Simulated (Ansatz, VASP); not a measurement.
**Two plane-wave programs on Ba**

```
CELL_PARAMETERS angstrom
1.95500 -3.65000 0.00000
1.95500 3.65000 0.00000
0.00000 0.00000 5.70000
ATOMIC_POSITIONS crystal
Ba 0.00000 0.00000 0.00000
```

This isn't the form of Ba at room conditions, which is bcc.

Alike in both runs: task relaxation of cell and atoms; functional PBE; dispersion D3(BJ); k mesh 12 × 12 × 8; occupations gaussian, width 0.1 eV; no spin polarisation.

|  | VASP | Ansatz |
| --- | --- | --- |
| version | VASP 6.6.1 | Ansatz 0.2.0 |
| potentials or method | VASP PAW PBE potentials, release 64 (Ba_sv) | scalar-relativistic, plane waves, PAW |
| plane-wave cutoff (eV) | 600 | 420 |
| valence electrons in the cell | 10 | 10 |

VASP gave:

- gap on the k mesh at the Fermi level, each at its own relaxed structure (eV): none
- relaxed volume (Å³/atom): 58.88
- relaxed cell length with the largest relative difference (Å): 3.871
- energy change over the relaxation (meV/atom): -466

**Question.** What did Ansatz give for the same quantities?

**Answer.** gap on the k mesh at the Fermi level, each at its own relaxed structure (eV): none; relaxed volume (Å³/atom): 58.03; relaxed cell length with the largest relative difference (Å): 3.847; energy change over the relaxation (meV/atom): -469.

A gap of «none» marks a metal or a gap that the smearing closes.

Caveats: the volume moved by over 15 % at a fixed basis, so the end points are rough; the volume moved by -28 % from the deposited cell, more than functionals usually miss; pairwise dispersion overbinds metals, which lowers pressure and volume. Spin-orbit coupling is left out, which matters for the levels of Ba.
